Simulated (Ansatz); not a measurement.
C: what symmetry allows forces and stress to be

```
CELL_PARAMETERS angstrom
0.00226 1.75214 1.69863
1.72886 -0.02796 1.72886
1.69863 1.75214 0.00226
ATOMIC_POSITIONS crystal
C 0.50162 0.47470 0.50162
C 0.74838 0.77530 0.74838
```

The calculation used DFT PBE, scalar-relativistic, plane waves, PAW (Ansatz).

Cutoff 420 eV; k points 12×12×12 on the computed 2-atom cell (Γ-centred); Gaussian smearing, width 0.02 eV; no spin polarisation.

This distorted cell has space group C2/m, with 4 operations.

Problem. Without a calculation: in which directions can each atom feel a force?

Solution. A force must be left unchanged by every operation that keeps its atom in place, so it lies in the space that those operations leave fixed. Atoms that the group maps onto each other feel forces of one size.
```tsv
atom	site symmetry	operations at the site	equivalent to atom	allowed force (Cartesian)
C1	m	2	1	in the plane normal to (-0.71, 0.00, 0.71)
C2	m	2	1	in the plane normal to (-0.71, 0.00, 0.71)
```

That leaves 2 independent force components of 6. A relaxation in this cell that keeps the symmetry moves the atoms in these directions alone.

Problem. And the stress tensor?

Solution. It must be invariant under the point group, which leaves 4 independent components: xx = zz, yz = xy.

Problem. Do the computed values obey this?

Solution. Yes. Forces (eV/Å):
```
C1   3.474 -1.163  3.474
C2  -3.474  1.163 -3.474
```

Stress (GPa, compression positive, xx yy zz yz xz xy): 62.37 33.26 62.37 1.59 -9.56 1.59. The program imposes the same operations on density, forces and stress, so this confirms the analysis and is no independent test of the calculation.